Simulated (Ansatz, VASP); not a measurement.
**Two plane-wave programs on Si**

```
Si
1.0
     0.00000    2.77523    2.77523
     2.77523    0.00000    2.77523
     2.77523    2.77523    0.00000
Si
2
Direct
  0.50000 0.50000 0.50000
  0.75000 0.75000 0.75000
```

Alike in both runs: task single point; functional PBE; k mesh 8 × 8 × 8; occupations fermi-dirac, width 0.05 eV; no spin polarisation.

```csv
,VASP,Ansatz
version,VASP 6.6.1,Ansatz 0.2.0
potentials or method,"VASP PAW PBE potentials, release 64 (Si)",Ansatz PAW soft_1
plane-wave cutoff (eV),520,420
valence electrons in the cell,8,8
```

VASP gave:

| Item | Value |
| --- | --- |
| gap on the k mesh at the Fermi level (eV) | 0.72 |
| least direct gap on the mesh (eV) | 2.45 |
| pressure (GPa) | -3.6 |

Question: What did Ansatz give for the same quantities?

Answer: gap on the k mesh at the Fermi level (eV): 0.72; least direct gap on the mesh (eV): 2.45; pressure (GPa): -3.5.

With one functional, cell and mesh, what is left measures potentials, basis and numerics.

A k mesh can miss the band edges. Expect the measured gap to be larger: semilocal functionals such as PBE lack the derivative discontinuity.
